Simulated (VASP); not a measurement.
Set up this calculation in VASP 6.6.1, as the native input.

| Quantity | Value |
| --- | --- |
| Task | band structure |
| Functional | PBE |
| Potentials or basis | VASP PAW PBE potentials, release 64 (Si_GW) |
| Cutoff | 550 eV |
| k mesh | 8 × 8 × 8 |
| Occupations | fermi-dirac, width 0.05 eV |
| Spin | no spin polarisation |
| Further INCAR settings | ALGO = Normal; EDIFF = 1e-06; NBANDS = 11 |

The system is Si.

```xyz
2
Lattice="0.0000 2.7219 2.7219 2.7219 0.0000 2.7219 2.7219 2.7219 0.0000" Properties=species:S:1:pos:R:3 pbc="T T T"
Si    2.7219    2.7219    2.7219
Si    4.0828    4.0828    4.0828
```

One way to write it, as run:

POSCAR

```
Si
1.0
    0.0000000000      2.7218511865      2.7218511865
    2.7218511865      0.0000000000      2.7218511865
    2.7218511865      2.7218511865      0.0000000000
Si
2
Direct
    0.5000000000      0.5000000000      0.5000000000
    0.7500000000      0.7500000000      0.7500000000
```

INCAR.step1

```
SYSTEM = Si
ALGO = Normal ; EDIFF = 1E-6
ENCUT = 550 ; GGA = PE
ISIF = 2 ; ISMEAR = -1
LASPH = .True. ; LCHARG = .True.
LREAL = .False. ; LWAVE = .False.
NBANDS = 11 ; NELM = 80
PREC = Accurate ; SIGMA = 0.05
```

KPOINTS.step1

```
k-points
0
Gamma
  8 8 8
  0 0 0
```

INCAR.step2

```
SYSTEM = Si
ALGO = Normal ; EDIFF = 1E-6
ENCUT = 550 ; GGA = PE
ICHARG = 11 ; ISIF = 2
ISMEAR = 0 ; LASPH = .True.
LCHARG = .False. ; LREAL = .False.
LWAVE = .False. ; NBANDS = 11
NELM = 80 ; PREC = Accurate
SIGMA = 0.05
```

KPOINTS.step2

```
path GXWKGLUWLK,UX
15
line-mode
reciprocal
 0.0000000000  0.0000000000  0.0000000000  G
 0.5000000000  0.0000000000  0.5000000000  X

 0.5000000000  0.0000000000  0.5000000000  X
 0.5000000000  0.2500000000  0.7500000000  W

 0.5000000000  0.2500000000  0.7500000000  W
 0.3750000000  0.3750000000  0.7500000000  K

 0.3750000000  0.3750000000  0.7500000000  K
 0.0000000000  0.0000000000  0.0000000000  G

 0.0000000000  0.0000000000  0.0000000000  G
 0.5000000000  0.5000000000  0.5000000000  L

 0.5000000000  0.5000000000  0.5000000000  L
 0.6250000000  0.2500000000  0.6250000000  U

 0.6250000000  0.2500000000  0.6250000000  U
 0.5000000000  0.2500000000  0.7500000000  W

 0.5000000000  0.2500000000  0.7500000000  W
 0.5000000000  0.5000000000  0.5000000000  L

 0.5000000000  0.5000000000  0.5000000000  L
 0.3750000000  0.3750000000  0.7500000000  K

 0.6250000000  0.2500000000  0.6250000000  U
 0.5000000000  0.0000000000  0.5000000000  X
```

Potentials or basis: VASP PAW PBE potentials, release 64 (Si_GW).

Run with:

```bash
$ cat potpaw_PBE.64/Si_GW/POTCAR > POTCAR
$ cp INCAR.step1 INCAR
$ cp KPOINTS.step1 KPOINTS
$ mpirun -np 1 vasp_std > vasp.out
$ cp INCAR.step2 INCAR
$ cp KPOINTS.step2 KPOINTS
$ mpirun -np 1 vasp_std > vasp.out
```

Results of the run:

```
Band gap on the k mesh  : 0.63 eV, indirect (least direct gap 2.56 eV)
Band gap along the path : 0.59 eV, indirect (least direct gap 2.56 eV)
```

Caveat: the log is that of the step along the path at fixed density, whose energy, stress, charges and moments have no meaning.

It took 25 s on 1 thread of Intel(R) Xeon(R) 6975P-C (Granite Rapids) (shared host), peak memory 0.21 GiB.
